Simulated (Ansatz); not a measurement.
# AlAs (zincblende type): Wannier functions and tight-binding models

Where do the localised orbitals of AlAs (zincblende type) sit, how far are they spread, and how do the settings change that? Plan: PBE, anion s p, 6×6×6; PBE, anion s p, 4×4×4; PBE, anion s p, 8×8×8; PBE, anion p, 6×6×6; PBE, all s p, disentangled, 6×6×6; PBE, cation s and anion p, disentangled, 6×6×6; r2SCAN, anion s p, 6×6×6; r2SCAN, all s p, disentangled, 6×6×6; r2SCAN, anion p, 6×6×6; HSE06, anion s p, 6×6×6; HSE06, anion p, 6×6×6 (level, trial orbitals, Wannier mesh).

Program: Ansatz 0.2.0. Level of theory: plane waves, PAW. These are calculated values, not measurements.

1 further run of the same task is left out (it didn't finish).

### Step 1. The structure to begin with

It takes space group F-43m (No. 216, cubic). The conventional cell has a = 5.678 Å, b = 5.678 Å, c = 5.678 Å, α = 90.00°, β = 90.00°, γ = 90.00°. Al (site symmetry -43m) has 4 As at 2.46 Å as nearest neighbours. Around As (site symmetry -43m) lie 4 Al at 2.46 Å.

Coordinates:

```cif
data_structure
_symmetry_space_group_name_H-M 'F-43m'
_symmetry_Int_Tables_number 216
_cell_length_a 5.6778
_cell_length_b 5.6778
_cell_length_c 5.6778
_cell_angle_alpha 90.000
_cell_angle_beta 90.000
_cell_angle_gamma 90.000
_cell_volume 183.04
loop_
_atom_site_label
_atom_site_type_symbol
_atom_site_symmetry_multiplicity
_atom_site_Wyckoff_symbol
_atom_site_fract_x
_atom_site_fract_y
_atom_site_fract_z
_atom_site_occupancy
Al1 Al 4 a 0.00000 0.00000 0.00000 1
As1 As 4 d 0.25000 0.25000 0.75000 1
```

Cell and atoms come from an earlier r2SCAN relaxation.

### Step 2. PBE, anion s p, 6×6×6

The input, input.yaml:

```yaml
crystal:
  lattice:
    - [0.0, 2.8389246371, 2.8389246371]
    - [2.8389246371, 0.0, 2.8389246371]
    - [2.8389246371, 2.8389246371, 0.0]
  atoms:
    - { symbol: Al, position: [0.0, 0.0, 0.0] }
    - { symbol: As, position: [0.25, 0.25, 0.25] }
kpoints:
  mp_grid: { grid: [6, 6, 6] }
  band_path:
    path:
      - [[0.0, 0.0, 0.0], [-0.5, -0.5, -7.089557527017e-34], [-0.375, -0.375, 0.25]]
      - [[-0.375, -9.615349942967e-18, 0.375], [0.0, 0.0, 0.0], [1.031079456582e-17, 1.031079456582e-17, 0.5], [-0.5, -0.25, 0.25], [-0.5, -0.5, -7.089557527017e-34]]
    npoints: 10
hamiltonian:
  xc: pbe
scf:
  occupations: { method: fixed }
  n_extra_bands: 6
output:
  forces: false
  stress: false
  eigenvalues: true
  wannier:
    kmesh: [6, 6, 6]
    projections: [{ species: As, l: s, shell: 4 }, { species: As, l: p, shell: 4 }]
    minimise: true
    write_hr: true
    conv_tol: 1.0e-08
    max_iter: 3000
```

On the command line:

```
ansatz run input.yaml --threads 4 --pin off --max-ram 3686MiB --backend cpu --events-out ev --progress --plain --runs-dir out
```

The log of the run:

```text
Warning: RAYON_NUM_THREADS=4 ignored (pool sized by the plan → 4); use --threads N
scf.n_extra_bands = 6 over 9 filled bands (N_el = 18.0): the run solves 15 bands
Engine: ansatz 0.2.0, x86_64-unknown-linux-gnu
Pseudopotentials: kind: paw
Pseudopotential: Al, paw, valence charge 3, recommended cutoff 420 eV (normal), Al.paw.azcp
Pseudopotential: As, paw, valence charge 15, recommended cutoff 420 eV (normal), As.paw.azcp
Functional definition: PBE
  parameter kappa = 0.804
  parameter beta = 0.06672455060314922
  exchange = pbe_x(kappa = kappa, mu = beta*pi^2/3)
  correlation = pbe_c(beta = beta)
Crystal: 2 atoms, lattice volume = 45.761 Å³
Basis set: ecut = 420 eV, 893 PW (Γ)
Bands: 15, of which v1, the nominal top of the filled ones, is band 9 counted from 1 (8 counted from 0)
Symmetry: 24 space group operations
Space group: F-43m (ITA 216), of the structure as read, at distance tolerance 3.6e-5 Å
k-points: 16 of 216 (time reversal used)
Non-local potential: Al, projectors of the file, l = 0: 2, l = 1: 2, l = 2: 1
Non-local potential: As, projectors of the file, l = 0: 2, l = 1: 2, l = 2: 3, l = 3: 1
PAW form: soft (Blöchl's): semilocal exchange-correlation on the pseudo side does not see the compensation charge
PAW one-centre angular grid: Al, 110 points (default); XC on 64 Gauss nodes
PAW one-centre angular grid: As, 590 points (default); XC on 64 Gauss nodes
Initial density: superposition of atomic densities (neutral atoms: chi_scale 0, normalization atom), corrected by the library's trained network
Initial wavefunctions: pseudopotential atomic-orbital guess
Functional: x = pbe(κ = 0.804, μ = 0.2195149727645171), c = pbe(β = 0.06672455060314922)
SCF iter   1: F=—  HF=-5394.597662 eV  |F-HF|=—  |Δ(HF+E_count)|=         —  Δρ=1.45e-3  dr2=1.75e-3  ethr=1.77e-3  ⟨swp⟩=4.6  Hψ=1164  notcnv=0  defer=58
preconditioner: auto → none  [insulator: Δε(μ)=1.435 eV  Ē_g=11.384 eV  n_scr=14 (ndim 8)  ℏωp=15.5 eV  f_vac=0.006  ε∞_Penn≈2.9]
SCF iter   2: F=—  HF=-5394.596966 eV  |F-HF|=—  |Δ(HF+E_count)|=   6.96e-4  Δρ=4.49e-4  dr2=8.84e-5  ethr=9.71e-6  ⟨swp⟩=2.1  Hψ=432  notcnv=0  defer=59
SCF iter   3: F=—  HF=-5394.597005 eV  |F-HF|=—  |Δ(HF+E_count)|=   3.90e-5  Δρ=1.78e-4  dr2=9.14e-6  ethr=4.91e-7  ⟨swp⟩=2.2  Hψ=277  notcnv=0  defer=45
SCF iter   4: F=—  HF=-5394.597015 eV  |F-HF|=—  |Δ(HF+E_count)|=   1.00e-5  Δρ=2.64e-5  dr2=3.44e-7  ethr=5.08e-8  ⟨swp⟩=2.4  Hψ=348  notcnv=0  defer=59
iter 5 did not close the SCF: its close was put off for the readings that it lacked (scf_convergence_deferred on its scf_iter line)
SCF iter   5: F=-5394.597015 eV  HF=-5394.597015 eV  |F-HF|=3.50e-8  |Δ(HF+E_count)|=   2.15e-7  Δρ=1.09e-5  dr2=2.89e-8  ethr=1.91e-9  ⟨swp⟩=2.0  Hψ=363  notcnv=0  defer=60
SCF iter   6: F=-5394.597015 eV  HF=-5394.597015 eV  |F-HF|=5.54e-10  |Δ(HF+E_count)|=   4.11e-8  Δρ=1.16e-6  dr2=4.19e-10  ethr=1.61e-10  ⟨swp⟩=5.4  Hψ=1191  notcnv=0
SCF 1 converged in 6 iterations: F = -5394.597015 eV  dr2 = 4.19e-10
NSCF: frozen V_eff on 62 k-points
NSCF: frozen V_eff on 19 k-points
the Wannier pass solved 19 of the 216 points of its mesh, and has the states at the others by symmetry: states obtained by the crystal's operations at points that were solved too leave a residual of 1.52e-13 eV (read by the count's bands and the next), within 6.67e-6 eV
SCF converged after 6 iterations
Free energy (F): -5394.597015 eV
Harris-Foulkes:  -5394.597015 eV  (|F-HF|=5.54e-10)
Internal energy: -5394.597015 eV  (E = F + TS)
E sigma→0 (E₀):  -5394.597015 eV
Fermi energy:    6.273832 eV
--- Per-component energies (eV) ---
  E_band       = -267.754697
  E_kinetic    = 126.598863
  E_local      = -2120.744934  (includes V_loc(G=0)·N_el)
  E_nonlocal   = -659.970004
  E_hartree    = 1133.563328
  E_xc         = -118.998819
  E_vxc        = -108.310620  (∫ρ·V_xc dr)
  E_paw        = -2303.082439  (= ΣΔE_a)
  E_vpaw       = 227.545908  (= ΣTr[D̂ρ^β])
  E_aug_tail   = 0.000006  (compensation charges beyond the density's cutoff)
  E_ewald      = -1451.963017
  E_smearing   = -0.000000  (= −TS)
  E_closure    = -0.000000  (closes the sum)
  Σ components = -5394.597015   (vs F -5394.597015, Δ=0.00e0)
--- Band table (eV; the first three rows and the last of 16) ---
  k-point 0: bands = ["-28.0884", "-28.0884", "-28.0884", "-28.0781", "-28.0781", "-5.5395", "6.2738", "6.2738", "6.2738", "8.2557", "10.5579", "10.5579", "10.5579", "15.1140", "15.2802"]
  k-point 1: bands = ["-28.0883", "-28.0881", "-28.0881", "-28.0781", "-28.0781", "-5.2748", "4.1863", "6.0143", "6.0143", "9.0550", "10.9899", "10.9899", "11.4325", "14.5035", "14.5035"]
  k-point 2: bands = ["-28.0882", "-28.0877", "-28.0877", "-28.0780", "-28.0780", "-4.6066", "1.8162", "5.6183", "5.6183", "8.6121", "11.1328", "11.1328", "13.7330", "15.3053", "15.3053"]
  k-point 15: bands = ["-28.0885", "-28.0872", "-28.0865", "-28.0784", "-28.0775", "-3.5805", "1.1170", "3.3759", "3.6212", "9.4491", "10.3779", "13.3640", "14.0688", "16.7898", "18.5729"]
Wannier search: line search 1 of at most 3000: gauge-dependent spread (as the search counts it) 3.3356299 Å², largest recent change 2.9e-1 Å² and fall left 9.9e-4 Å² against conv_tol 1.0e-8 Å², 0 stops escaped
```

Run time: 1.9 s. Hardware: 4 threads of Intel Xeon Platinum 8259CL at 2.50GHz (Skylake/Cascade Lake), shared host; peak memory 0.36 GiB.

wannier.win names the bands that the functions span: 6-9 (counted from 1; 9 are filled).

The head of wannier.spreads.toml:

```toml
omega_i_ang2 = 6.969821032643708
omega_d_ang2 = 0.002773585209011352
omega_od_ang2 = 0.6695171691312539
omega_total_ang2 = 7.642111786983973
least_projectability = 0.83657856169169
b_vectors_match_mmn = true
n_iter = 22
converged = true
rejected_fitted_steps = 1
```

The functions (centres in Å, on-site energies from the top of the filled bands):

```
n      x      y      z  spread (Å²)  on-site (eV)  nearest atoms  distance (Å)
1  0.927  1.912  1.912        1.911        -4.638            As2          0.85
2  1.912  0.927  1.912        1.911        -4.638            As2          0.85
3  0.927  0.927  0.927        1.911        -4.638            As2          0.85
4  1.912  1.912  0.927        1.911        -4.638            As2          0.85
```

The largest hoppings ⟨m, 0|H|n, R⟩, one of each Hermitian pair (signs follow the phases of the functions):

```
m  n       R  distance (Å)  t (eV)
1  4   0 0 0          1.39  -1.898
3  4   0 0 0          1.39  -1.898
2  4   0 0 0          1.39  -1.898
1  3   0 0 0          1.39  -1.898
2  3   0 0 0          1.39  -1.898
1  2   0 0 0          1.39  -1.898
1  2  1 -1 0          2.62  -0.741
1  3   1 0 0          2.62  -0.741
```

Interpolated bands at the corners of the path, eV from the top of the filled bands:

```
point      e1     e2     e3     e4
    Γ  -11.81   0.00   0.00   0.00
    X   -9.88  -5.39  -2.15  -2.15
    U   -9.91  -5.13  -3.37  -1.78
    K   -9.91  -5.13  -3.37  -1.78
    Γ  -11.81   0.00   0.00   0.00
    L  -10.42  -5.52  -0.82  -0.82
    W   -9.85  -5.04  -3.18  -2.81
    X   -9.88  -5.39  -2.15  -2.15
```

Along the path each interpolated band stays within 0.01, 0.13, 0.06, 0.03 eV of the nearest computed level, from the lowest band up.

### Step 3. PBE, anion s p, 4×4×4

input.yaml: that of step 2 with these lines changed.

```diff
@@ -25,3 +25,3 @@
   wannier:
-    kmesh: [6, 6, 6]
+    kmesh: [4, 4, 4]
     projections: [{ species: As, l: s, shell: 4 }, { species: As, l: p, shell: 4 }]
```

On the command line:

```
ansatz run input.yaml --threads 4 --pin off --max-ram 3686MiB --backend cpu --events-out ev --progress --plain --runs-dir out
```

The log of the run, cut to the lines that bear on the results:

```text
Warning: RAYON_NUM_THREADS=4 ignored (pool sized by the plan → 4); use --threads N
scf.n_extra_bands = 6 over 9 filled bands (N_el = 18.0): the run solves 15 bands
[...]
[... 4 set-up lines as earlier in the session ...]
[...]
Crystal: 2 atoms, lattice volume = 45.761 Å³
[...]
Free energy (F): -5394.597015 eV
[...]
E sigma→0 (E₀):  -5394.597015 eV
Fermi energy:    6.273832 eV
[...]
--- Band table (eV; the first three rows and the last of 16) ---
  k-point 0: bands = ["-28.0884", "-28.0884", "-28.0884", "-28.0781", "-28.0781", "-5.5395", "6.2738", "6.2738", "6.2738", "8.2557", "10.5579", "10.5579", "10.5579", "15.1140", "15.2802"]
[...]
Wannier search: line search 1 of at most 3000: gauge-dependent spread (as the search counts it) 3.1630716 Å², largest recent change 1.7e-1 Å² and fall left 9.4e-4 Å² against conv_tol 1.0e-8 Å², 0 stops escaped
```

Run time: 1.7 s. Hardware: 4 threads of Intel Xeon Platinum 8259CL at 2.50GHz (Skylake/Cascade Lake), shared host; peak memory 0.35 GiB.

wannier.win names the bands that the functions span: 6-9 (counted from 1; 9 are filled).

The head of wannier.spreads.toml:

```toml
omega_i_ang2 = 5.984831826096055
omega_d_ang2 = 0.0026542470881931704
omega_od_ang2 = 0.6898649040971104
omega_total_ang2 = 6.677350977281359
least_projectability = 0.8589517754287167
b_vectors_match_mmn = true
n_iter = 21
converged = true
rejected_fitted_steps = 1
```

The functions (centres in Å, on-site energies from the top of the filled bands):

```
n      x      y      z  spread (Å²)  on-site (eV)  nearest atoms  distance (Å)
1  0.923  1.916  1.916        1.669        -4.626            As2          0.86
2  1.916  1.916  0.923        1.669        -4.626            As2          0.86
3  0.923  0.923  0.923        1.669        -4.626            As2          0.86
4  1.916  0.923  1.916        1.669        -4.626            As2          0.86
```

Along the path each interpolated band stays within 0.04, 0.33, 0.21, 0.10 eV of the nearest computed level, from the lowest band up.

### Step 4. PBE, anion s p, 8×8×8

input.yaml: that of step 3 with these lines changed.

```diff
@@ -25,3 +25,3 @@
   wannier:
-    kmesh: [4, 4, 4]
+    kmesh: [8, 8, 8]
     projections: [{ species: As, l: s, shell: 4 }, { species: As, l: p, shell: 4 }]
```

On the command line:

```
ansatz run input.yaml --threads 4 --pin off --max-ram 3686MiB --backend cpu --events-out ev --progress --plain --runs-dir out
```

The log of the run, cut to the lines that bear on the results:

```text
Warning: RAYON_NUM_THREADS=4 ignored (pool sized by the plan → 4); use --threads N
scf.n_extra_bands = 6 over 9 filled bands (N_el = 18.0): the run solves 15 bands
[...]
[... 4 set-up lines as earlier in the session ...]
[...]
Crystal: 2 atoms, lattice volume = 45.761 Å³
[...]
Free energy (F): -5394.597015 eV
[...]
E sigma→0 (E₀):  -5394.597015 eV
Fermi energy:    6.273832 eV
[...]
--- Band table (eV; the first three rows and the last of 16) ---
  k-point 0: bands = ["-28.0884", "-28.0884", "-28.0884", "-28.0781", "-28.0781", "-5.5395", "6.2738", "6.2738", "6.2738", "8.2557", "10.5579", "10.5579", "10.5579", "15.1140", "15.2802"]
[...]
Wannier search: line search 1 of at most 3000: gauge-dependent spread (as the search counts it) 3.3797265 Å², largest recent change 3.6e-1 Å² and fall left 6.7e-4 Å² against conv_tol 1.0e-8 Å², 0 stops escaped
```

Run time: 2.7 s. Hardware: 4 threads of Intel Xeon Platinum 8259CL at 2.50GHz (Skylake/Cascade Lake), shared host; peak memory 0.41 GiB.

wannier.win names the bands that the functions span: 6-9 (counted from 1; 9 are filled).

The head of wannier.spreads.toml:

```toml
omega_i_ang2 = 7.442020854848266
omega_d_ang2 = 0.0029299460178567084
omega_od_ang2 = 0.6340879282059281
omega_total_ang2 = 8.079038729072051
least_projectability = 0.8341850501768244
b_vectors_match_mmn = true
n_iter = 23
converged = true
rejected_fitted_steps = 1
```

The functions (centres in Å, on-site energies from the top of the filled bands):

```
n      x      y      z  spread (Å²)  on-site (eV)  nearest atoms  distance (Å)
1  1.910  0.929  1.910        2.020        -4.640            As2          0.85
2  1.910  1.910  0.929        2.020        -4.640            As2          0.85
3  0.929  0.929  0.929        2.020        -4.640            As2          0.85
4  0.929  1.910  1.910        2.020        -4.640            As2          0.85
```

Along the path each interpolated band stays within 0.00, 0.06, 0.02, 0.01 eV of the nearest computed level, from the lowest band up.

### Step 5. PBE, anion p, 6×6×6

input.yaml: that of step 4 with these lines changed.

```diff
@@ -25,4 +25,4 @@
   wannier:
-    kmesh: [8, 8, 8]
-    projections: [{ species: As, l: s, shell: 4 }, { species: As, l: p, shell: 4 }]
+    kmesh: [6, 6, 6]
+    projections: [{ species: As, l: p, shell: 4 }]
     minimise: true
```

On the command line:

```
ansatz run input.yaml --threads 4 --pin off --max-ram 3686MiB --backend cpu --events-out ev --progress --plain --runs-dir out
```

The log of the run:

```text
Warning: RAYON_NUM_THREADS=4 ignored (pool sized by the plan → 4); use --threads N
scf.n_extra_bands = 6 over 9 filled bands (N_el = 18.0): the run solves 15 bands
[... 9 set-up lines as earlier in the session ...]
Crystal: 2 atoms, lattice volume = 45.761 Å³
Basis set: ecut = 420 eV, 893 PW (Γ)
Bands: 15, of which v1, the nominal top of the filled ones, is band 9 counted from 1 (8 counted from 0)
[... 2 set-up lines as earlier in the session ...]
k-points: 16 of 216 (time reversal used)
[... 8 set-up lines as earlier in the session ...]
SCF iter   1: F=—  HF=-5394.597662 eV  |F-HF|=—  |Δ(HF+E_count)|=         —  Δρ=1.45e-3  dr2=1.75e-3  ethr=1.77e-3  ⟨swp⟩=4.6  Hψ=1164  notcnv=0  defer=58
preconditioner: auto → none  [insulator: Δε(μ)=1.435 eV  Ē_g=11.384 eV  n_scr=14 (ndim 8)  ℏωp=15.5 eV  f_vac=0.006  ε∞_Penn≈2.9]
SCF iter   2: F=—  HF=-5394.596966 eV  |F-HF|=—  |Δ(HF+E_count)|=   6.96e-4  Δρ=4.49e-4  dr2=8.84e-5  ethr=9.71e-6  ⟨swp⟩=2.1  Hψ=432  notcnv=0  defer=59
SCF iter   3: F=—  HF=-5394.597005 eV  |F-HF|=—  |Δ(HF+E_count)|=   3.90e-5  Δρ=1.78e-4  dr2=9.14e-6  ethr=4.91e-7  ⟨swp⟩=2.2  Hψ=277  notcnv=0  defer=45
SCF iter   4: F=—  HF=-5394.597015 eV  |F-HF|=—  |Δ(HF+E_count)|=   1.00e-5  Δρ=2.64e-5  dr2=3.44e-7  ethr=5.08e-8  ⟨swp⟩=2.4  Hψ=348  notcnv=0  defer=59
iter 5 did not close the SCF: its close was put off for the readings that it lacked (scf_convergence_deferred on its scf_iter line)
SCF iter   5: F=-5394.597015 eV  HF=-5394.597015 eV  |F-HF|=3.50e-8  |Δ(HF+E_count)|=   2.15e-7  Δρ=1.09e-5  dr2=2.89e-8  ethr=1.91e-9  ⟨swp⟩=2.0  Hψ=363  notcnv=0  defer=60
SCF iter   6: F=-5394.597015 eV  HF=-5394.597015 eV  |F-HF|=5.54e-10  |Δ(HF+E_count)|=   4.11e-8  Δρ=1.16e-6  dr2=4.19e-10  ethr=1.61e-10  ⟨swp⟩=5.4  Hψ=1191  notcnv=0
SCF 1 converged in 6 iterations: F = -5394.597015 eV  dr2 = 4.19e-10
NSCF: frozen V_eff on 62 k-points
NSCF: frozen V_eff on 19 k-points
the Wannier pass solved 19 of the 216 points of its mesh, and has the states at the others by symmetry: states obtained by the crystal's operations at points that were solved too leave a residual of 1.52e-13 eV (read by the count's bands and the next), within 6.67e-6 eV
SCF converged after 6 iterations
Free energy (F): -5394.597015 eV
Harris-Foulkes:  -5394.597015 eV  (|F-HF|=5.54e-10)
Internal energy: -5394.597015 eV  (E = F + TS)
E sigma→0 (E₀):  -5394.597015 eV
Fermi energy:    6.273832 eV
--- Per-component energies (eV) ---
  E_band       = -267.754697
  E_kinetic    = 126.598863
  E_local      = -2120.744934  (includes V_loc(G=0)·N_el)
  E_nonlocal   = -659.970004
  E_hartree    = 1133.563328
  E_xc         = -118.998819
  E_vxc        = -108.310620  (∫ρ·V_xc dr)
  E_paw        = -2303.082439  (= ΣΔE_a)
  E_vpaw       = 227.545908  (= ΣTr[D̂ρ^β])
  E_aug_tail   = 0.000006  (compensation charges beyond the density's cutoff)
  E_ewald      = -1451.963017
  E_smearing   = -0.000000  (= −TS)
  E_closure    = -0.000000  (closes the sum)
  Σ components = -5394.597015   (vs F -5394.597015, Δ=0.00e0)
--- Band table (eV; the first three rows and the last of 16) ---
  k-point 0: bands = ["-28.0884", "-28.0884", "-28.0884", "-28.0781", "-28.0781", "-5.5395", "6.2738", "6.2738", "6.2738", "8.2557", "10.5579", "10.5579", "10.5579", "15.1140", "15.2802"]
  k-point 1: bands = ["-28.0883", "-28.0881", "-28.0881", "-28.0781", "-28.0781", "-5.2748", "4.1863", "6.0143", "6.0143", "9.0550", "10.9899", "10.9899", "11.4325", "14.5035", "14.5035"]
  k-point 2: bands = ["-28.0882", "-28.0877", "-28.0877", "-28.0780", "-28.0780", "-4.6066", "1.8162", "5.6183", "5.6183", "8.6121", "11.1328", "11.1328", "13.7330", "15.3053", "15.3053"]
  k-point 15: bands = ["-28.0885", "-28.0872", "-28.0865", "-28.0784", "-28.0775", "-3.5805", "1.1170", "3.3759", "3.6212", "9.4491", "10.3779", "13.3640", "14.0688", "16.7898", "18.5729"]
Wannier search: line search 1 of at most 3000: gauge-dependent spread (as the search counts it) 0.6892815 Å², largest recent change 6.3e-2 Å² and fall left 6.1e-5 Å² against conv_tol 1.0e-8 Å², 0 stops escaped
```

Run time: 1.9 s. Hardware: 4 threads of Intel Xeon Platinum 8259CL at 2.50GHz (Skylake/Cascade Lake), shared host; peak memory 0.36 GiB.

wannier.win names the bands that the functions span: 7-9 (counted from 1; 9 are filled).

The head of wannier.spreads.toml:

```toml
omega_i_ang2 = 8.504636009710527
omega_d_ang2 = 0.00789895639767314
omega_od_ang2 = 0.32773446380933335
omega_total_ang2 = 8.840269429917534
least_projectability = 0.687518522815179
b_vectors_match_mmn = true
n_iter = 25
converged = true
rejected_fitted_steps = 0
```

The functions (centres in Å, on-site energies from the top of the filled bands):

```
n      x      y      z  spread (Å²)  on-site (eV)  nearest atoms  distance (Å)
1  1.162  1.287  1.287        2.947        -2.701            As2          0.32
2  1.552  1.677  1.287        2.947        -2.701            As2          0.32
3  1.552  1.287  1.677        2.947        -2.701            As2          0.32
```

The largest hoppings ⟨m, 0|H|n, R⟩, one of each Hermitian pair (signs follow the phases of the functions):

```
m  n       R  distance (Å)  t (eV)
2  2  1 0 -1          4.01   0.643
1  1   1 0 0          4.01   0.643
3  3  1 -1 0          4.01   0.643
3  1   0 1 0          3.46  -0.547
3  2  0 1 -1          3.46   0.547
2  1   0 0 1          3.46   0.547
3  3   0 1 0          4.01   0.335
3  3  0 1 -1          4.01   0.335
```

Interpolated bands at the corners of the path, eV from the top of the filled bands:

```
point     e1     e2     e3
    Γ   0.00   0.00   0.00
    X  -5.39  -2.15  -2.15
    U  -5.12  -3.38  -1.79
    K  -5.14  -3.36  -1.79
    Γ   0.00   0.00   0.00
    L  -5.52  -0.82  -0.82
    W  -5.04  -3.18  -2.81
    X  -5.39  -2.15  -2.15
```

Along the path each interpolated band stays within 0.13, 0.06, 0.03 eV of the nearest computed level, from the lowest band up.

(Part 1 of 3 ends here.)
